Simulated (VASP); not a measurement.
# Re (P6_3/mmc) in VASP: a series of runs

Runs on Re. Level: PBE+D3(BJ). Tasks: relaxation of cell and atoms, relaxation of shape and atoms at fixed volume.

All numbers are computed with VASP 6.6.1; they aren't measurements. Logs are shortened: lines on timing, memory, paths and dates and some standing lists are left out, and cuts for length are marked.

### 1 Starting point

It takes space group P6_3/mmc (No. 194, hexagonal). Conventional cell: a = 2.754 Å, b = 2.754 Å, c = 4.462 Å, α = 90.00°, β = 90.00°, γ = 120.00°. Around Re (site symmetry -6m2) lie 12 Re at 2.74 to 2.75 Å.

### 2 Relaxation of cell and atoms, PBE+D3(BJ)

Input file INCAR:

```
ALGO = Normal
EDIFF = 1E-7
EDIFFG = -0.005
ENCUT = 600
GGA = PE
IBRION = 2
ISIF = 3
ISMEAR = 1
IVDW = 12
LASPH = True
LCHARG = False
LREAL = False
LWAVE = False
NELM = 80
NSW = 90
PREC = Accurate
SIGMA = 0.1
```

Input file KPOINTS:

```
k-points
0
Gamma
  15 15 8
```

Input file POSCAR:

```
Re                                      
1.0
    2.7536844810      0.0000000000     -0.0000000000
   -1.3768422405      2.3847607146      0.0000000000
   -0.0000000000     -0.0000000000      4.4619321181
  Re            
     2
Direct
     0.3333333332999970    0.6666666667000030    0.2500000000000000
     0.6666666667000030    0.3333333332999970    0.7500000000000000
```

Potentials or basis: VASP PAW PBE potentials, release 64 (Re).

Launch:

```bash
cat potpaw_PBE.64/Re/POTCAR > POTCAR
mpirun -np 1 vasp_std > vasp.out
```

OUTCAR:

```text
EDIFF = 1E-7
   EDIFFG = -0.005
   ENCUT = 600
   GGA = PE
   IBRION = 2
   ISIF = 3
   ISMEAR = 1
   IVDW = 12
   LASPH = True
   LREAL = False
   NELM = 80
   NSW = 90
   PREC = Accurate
 IVDW          = 12

 ion  position               nearest neighbor table
   1  0.333  0.667  0.250-   2 2.74   2 2.74   2 2.74   2 2.74   2 2.74   2 2.74
   2  0.667  0.333  0.750-   1 2.74   1 2.74   1 2.74   1 2.74   1 2.74   1 2.74

  LATTYP: Found a hexagonal cell.
 ALAT       =     2.7536844810
 C/A-ratio  =     1.6203498073

  Lattice vectors:

 A1 = (   2.7536844810,   0.0000000000,   0.0000000000)
 A2 = (  -1.3768422405,   2.3847607146,   0.0000000000)
 A3 = (   0.0000000000,   0.0000000000,   4.4619321181)

Analysis of symmetry for initial positions (statically):
=====================================================================
 Subroutine PRICEL returns:
 Original cell was already a primitive cell.

 Routine SETGRP: Setting up the symmetry group for a
 hexagonal supercell.

 Subroutine GETGRP returns: Found 24 space group operations
 (whereof 12 operations were pure point group operations)
 out of a pool of 24 trial point group operations.

The static configuration has the point symmetry D_3d.
 The point group associated with its full space group is D_6h.

Analysis of symmetry for dynamics (positions and initial velocities):
=====================================================================
 Subroutine PRICEL returns:
 Original cell was already a primitive cell.

 Routine SETGRP: Setting up the symmetry group for a
 hexagonal supercell.

 Subroutine GETGRP returns: Found 24 space group operations
 (whereof 12 operations were pure point group operations)
 out of a pool of 24 trial point group operations.

The dynamic configuration has the point symmetry D_3d.
 The point group associated with its full space group is D_6h.

 Subroutine INISYM returns: Found 24 space group operations
 (whereof 12 operations are pure point group operations),
 and found     1 'primitive' translations

----------------------------------------------------------------------------------------

                                     Primitive cell

  volume of cell :      29.3010

  direct lattice vectors                    reciprocal lattice vectors
     2.753684481  0.000000000  0.000000000     0.363149811  0.209664641  0.000000000
    -1.376842241  2.384760715  0.000000000     0.000000000  0.419329283  0.000000000
     0.000000000  0.000000000  4.461932118     0.000000000  0.000000000  0.224118156

  length of vectors
     2.753684481  2.753684481  4.461932118     0.419329283  0.419329283  0.224118156

  position of ions in fractional coordinates (direct lattice)
     0.333333333  0.666666667  0.250000000
     0.666666667  0.333333333  0.750000000

  ion indices of the primitive-cell ions
   primitive index   ion index
                 1           1
                 2           2

----------------------------------------------------------------------------------------

 KPOINTS: k-points

Automatic generation of k-mesh.
 Grid dimensions read from file:
 generate k-points for:   15   15    8

 Generating k-lattice:

  Cartesian coordinates                     Fractional coordinates (reciprocal lattice)
     0.024209987  0.013977643  0.000000000     0.066666667 -0.000000000  0.000000000
     0.000000000  0.027955286  0.000000000     0.000000000  0.066666667  0.000000000
     0.000000000  0.000000000  0.028014770     0.000000000  0.000000000  0.125000000

  Length of vectors
     0.027955286  0.027955286  0.028014770

  Shift w.r.t. Gamma in fractional coordinates (k-lattice)
     0.000000000  0.000000000  0.000000000

 Subroutine IBZKPT returns following result:
 ===========================================

 Found    135 irreducible k-points:

 Following reciprocal coordinates:
            Coordinates               Weight
  0.000000  0.000000  0.000000      1.000000
  0.066667  0.000000  0.000000      6.000000
  0.133333  0.000000  0.000000      6.000000
  0.200000 -0.000000  0.000000      6.000000
  0.266667  0.000000  0.000000      6.000000
  0.333333  0.000000  0.000000      6.000000
[... 16 lines left out ...]
  0.333333  0.200000  0.000000     12.000000
  0.400000  0.200000  0.000000      6.000000
 [... further k-points ...]
   k-points           NKPTS =    135   k-points in BZ     NKDIM =    135   number of bands    NBANDS=     11
   number of dos      NEDOS =    301   number of ions     NIONS =      2
   total plane-waves  NPLWV =  20736
   dimension x,y,z NGX =    24 NGY =   24 NGZ =   36
   dimension x,y,z NGXF=    48 NGYF=   48 NGZF=   72
   ions per type =               2
   NGX,Y,Z   is equivalent  to a cutoff of  14.49, 14.49, 13.41 a.u.
   NGXF,Y,Z  is equivalent  to a cutoff of  28.98, 28.98, 26.83 a.u.
 SYSTEM =  unknown system
   PREC   = accura    normal or accurate (medium, high low for compatibility)
   ISTART =      0    job   : 0-new  1-cont  2-samecut
   ICHARG =      2    charge: 1-file 2-atom 10-const
   ISPIN  =      1    spin polarized calculation?
   LNONCOLLINEAR =      F non collinear calculations
   LSORBIT =      F    spin-orbit coupling
   LASPH  =      T    aspherical Exc in radial PAW
   ENCUT  =  600.0 eV  44.10 Ry    6.64 a.u.   5.50  5.50  8.91*2*pi/ulx,y,z
   NELM   =     80;   NELMIN=  2; NELMDL= -5     # of ELM steps
   EDIFF  = 0.1E-06   stopping-criterion for ELM
   LREAL  =      F    real-space projection
   EDIFFG = -.5E-02   stopping-criterion for IOM
   NSW    =     90    number of steps for IOM
   IBRION =      2    ionic relax: 0-MD 1-quasi-New 2-CG
   NFREE  =      1    steps in history (QN), initial steepest desc. (CG)
   ISIF   =      3    stress and relaxation
   ISYM   =      2    0-nonsym 1-usesym 2-fastsym
   POTIM  = 0.5000    time-step for ionic-motion
   TEBEG  =    0.0;   TEEND  =   0.0 temperature during run
   PSTRESS=    0.0 pullay stress
   NELECT =      14.0000    total number of electrons
   NUPDOWN=      -1.0000    fix difference up-down
   EMIN   =  10.00;   EMAX   =-10.00  energy-range for DOS
   EFERMI =   0.00;   METHOD = LEGACY
   ISMEAR =     1;   SIGMA  =   0.10  broadening in eV -4-tet -1-fermi 0-gaus
   EFERMI_NEDOS =   21; number of points for ismear=-14 and -15
   IALGO  =     38    algorithm
   IMIX   =      4    mixing-type and parameters
     AMIX     =   0.40;   BMIX     =  1.00
     AMIX_MAG =   1.60;   BMIX_MAG =  1.00
  volume/ion in A,a.u.               =      14.65        98.87
  Fermi-wavevector in a.u.,A,eV,Ry     =   1.279843  2.418553 22.286334  1.637999
  Thomas-Fermi vector in A             =   2.412306
   LORBIT       =      0    0 simple, 1 ext, 2 COOP (PROOUT), +10 PAW based schemes
   GGA     = PE    functional components
   LHFCALC =     F    Hartree Fock is set to
   AEXX    =    0.0000 exact exchange contribution
   IVDW    =    12    specifies the selected vdW correction
   LEPSILON=     F    determine dielectric tensor
   LRPA    =     F    only Hartree local field effects (RPA)
 conjugate gradient relaxation of ions
 non-spin polarized calculation
 Methfessel and Paxton  Order N= 1 SIGMA  =   0.10
  energy-cutoff  :      600.00
  volume of cell :       29.30
 maximum number of plane-waves:      1007
 NGX is ok and might be reduce to    24
   NGX = 11   NGY = 11   NGZ = 17

--------------------------------------- Ionic step        1  -------------------------------------------

 number of electron      14.0000000 magnetization

 Free energy of the ion-electron system (eV)
  ---------------------------------------------------
  ext. energy  EPLUGINS =         0.00000000
  ---------------------------------------------------
  free energy    TOTEN  =       -24.84299144 eV

  energy without entropy =      -24.84377230  energy(sigma->0) =      -24.84325173

------------------------ aborting loop because EDIFF is reached ----------------------------------------

 Edisp (eV)   -1.31655

 E8    (eV) :    -0.6630

  FORCE on cell =-STRESS in cart. coord.  units (eV):
  Direction    XX          YY          ZZ          XY          YZ          ZX
  --------------------------------------------------------------------------------------
  -------------------------------------------------------------------------------------
  Total       0.01052     0.01052     0.01083     0.00000     0.00000     0.00000
  in kB       0.57534     0.57534     0.59219     0.00000     0.00000     0.00000
  external pressure =        0.58 kB  Pullay stress =        0.00 kB
[... 61 lines left out ...]
  energy  without entropy=      -26.1603073008  energy(sigma->0) =      -26.15978321

--------------------------------------- Ionic step        3  -------------------------------------------

 number of electron      14.0000000 magnetization

 Free energy of the ion-electron system (eV)
  ---------------------------------------------------
  ext. energy  EPLUGINS =         0.00000000
  ---------------------------------------------------
  free energy    TOTEN  =       -24.84313827 eV

  energy without entropy =      -24.84391984  energy(sigma->0) =      -24.84339879

 E-fermi :   7.9111     XC(G=0): -13.7543

 val. band max:        7.9035266823   @ k =   0.2000   0.1333   0.5000
 cond. band min:       7.9298345332   @ k =   0.1333   0.0667   0.0000
 fundamental gap:      0.0263078509
 Fermi energy:         7.9110865435

 k-point     1 :       0.0000    0.0000    0.0000
  band No.  band energies     occupation
      1      -1.9578      2.00000
      2       1.2789      2.00000
      3       6.3050      2.00000
      4       6.3540      2.00000
      5       6.3540      2.00000
      6       7.1864      2.00000
      7       7.1864      2.00000
      8       8.1541     -0.00315
      9       8.1541     -0.00315
     10       8.5245     -0.00000
     11      11.3199      0.00000
[... 309 lines left out ...]
 k-point    24 :       0.4000    0.2000    0.0000
  band No.  band energies     occupation
      1       2.7122      2.00000
      2       3.1201      2.00000
      3       3.1292      2.00000
      4       5.2168      2.00000
      5       5.6726      2.00000
      6       6.2296      2.00000
      7       7.5877      2.00005
      8      10.9202      0.00000
      9      11.6478      0.00000
     10      11.6553      0.00000
     11      14.6188      0.00000

 [... further k-points ...]

------------------------ aborting loop because EDIFF is reached ----------------------------------------

 Edisp (eV)   -1.31640

 E8    (eV) :    -0.6629

  FORCE on cell =-STRESS in cart. coord.  units (eV):
  Direction    XX          YY          ZZ          XY          YZ          ZX
  --------------------------------------------------------------------------------------
  -------------------------------------------------------------------------------------
  Total       0.00272     0.00272     0.00314     0.00000     0.00000    -0.00000
  in kB       0.14897     0.14897     0.17166     0.00000     0.00000    -0.00000
  external pressure =        0.16 kB  Pullay stress =        0.00 kB
[... 17 lines left out ...]
  FREE ENERGIE OF THE ION-ELECTRON SYSTEM (eV)
  ---------------------------------------------------
  free  energy   TOTEN  =       -26.1595374548 eV

  energy  without entropy=      -26.1603190254  energy(sigma->0) =      -26.15979798

 reached required accuracy - stopping structural energy minimisation
```

Run time: 58 s. Hardware: 1 thread of Intel Xeon 6975P-C (Granite Rapids), shared host; peak memory 0.21 GiB.

Results:

| Property | Result |
| --- | --- |
| Free energy | -26.1595 eV |
| Relaxed volume | 14.65 Å³/atom |
| Relaxed cell | a = 2.754 Å, b = 2.754 Å, c = 4.462 Å, α = 90.00°, β = 90.00°, γ = 120.00° |
| Space group after relaxing (to 0.05 Å) | P6_3/mmc (No. 194) |
| Energy gained by relaxing | 0.0 meV/atom |
| Ionic steps | 3 |
| Pressure after relaxing | 0.0 GPa |
| Band gap on the k mesh | none (metal or under the smearing width) |
| Dispersion energy per atom | -0.658 eV |

Final structure:
```
Re
1.0
     2.75378    0.00000    0.00000
    -1.37689    2.38485    0.00000
     0.00000    0.00000    4.46210
Re
2
Direct
  0.33333 0.66667 0.25000
  0.66667 0.33333 0.75000
```

Levels at points of the mesh, in eV from the Fermi level:
```csv
k point,band 3,band 4,band 5,band 6,band 7,band 8,band 9,band 10,band 11
"(0.00, 0.00, 0.00)",-1.61,-1.56,-1.56,-0.72,-0.72,0.24,0.24,0.61,3.41
"(0.00, 0.00, 0.50)",-2.39,-2.39,-1.68,-1.68,-1.68,-1.68,2.59,2.59,2.59
```

Caveat: pairwise dispersion overbinds metals, which lowers pressure and volume.

### 3 Relaxation of shape and atoms at fixed volume, PBE+D3(BJ) (a relaxed cell with its volume scaled by 0.94)

Input file INCAR:

```
ALGO = Normal
EDIFF = 1E-7
EDIFFG = -0.01
ENCUT = 600
GGA = PE
IBRION = 2
ISIF = 4
ISMEAR = 1
IVDW = 12
LASPH = True
LCHARG = False
LREAL = False
LWAVE = False
NELM = 80
NSW = 40
PREC = Accurate
SIGMA = 0.1
```

KPOINTS is that of step 2.

Input file POSCAR:

```
Re                                      
1.0
    2.6975673836      0.0000000000      0.0000000000
   -1.3487836918      2.3361618827      0.0000000000
    0.0000000000      0.0000000000      4.3710073605
  Re            
     2
Direct
     0.3333333332999970    0.6666666667000030    0.2500000000000000
     0.6666666667000030    0.3333333332999970    0.7500000000000000
```

Potentials or basis: VASP PAW PBE potentials, release 64 (Re).

Launch:

```bash
cat potpaw_PBE.64/Re/POTCAR > POTCAR
mpirun -np 1 vasp_std > vasp.out
```

Wall time 25 s (1 thread of Intel Xeon 6975P-C (Granite Rapids), shared host); peak memory 0.2 GiB.

The run converged. Its results:

```yaml
Free_energy: -26.0140 eV
Pressure_after_relaxing: 28.0 GPa
Band_gap_on_the_k_mesh: none (metal or under the smearing width)
Dispersion_energy_per_atom: -0.701 eV
```

Stress tensor (GPa, compression positive):
```
27.96  0.00  0.00
 0.00 27.96  0.00
 0.00  0.00 28.04
```

Final structure:
```
Re
1.0
     2.69757    0.00000    0.00000
    -1.34878    2.33616    0.00000
     0.00000    0.00000    4.37101
Re
2
Direct
  0.33333 0.66667 0.25000
  0.66667 0.33333 0.75000
```

Levels at points of the mesh, in eV from the Fermi level:
```
           k point  band 5  band 6  band 7  band 8  band 9  band 10
(0.00, 0.00, 0.00)   -1.73   -0.81   -0.81    0.25    0.25     0.77
(0.00, 0.00, 0.50)   -1.86   -1.86   -1.86   -1.86    2.83     2.83
```

Caveat: the relaxation stopped at its first step, so nothing moved; pairwise dispersion overbinds metals, which lowers pressure and volume. Spin-orbit coupling is left out, which matters for the levels of Re.
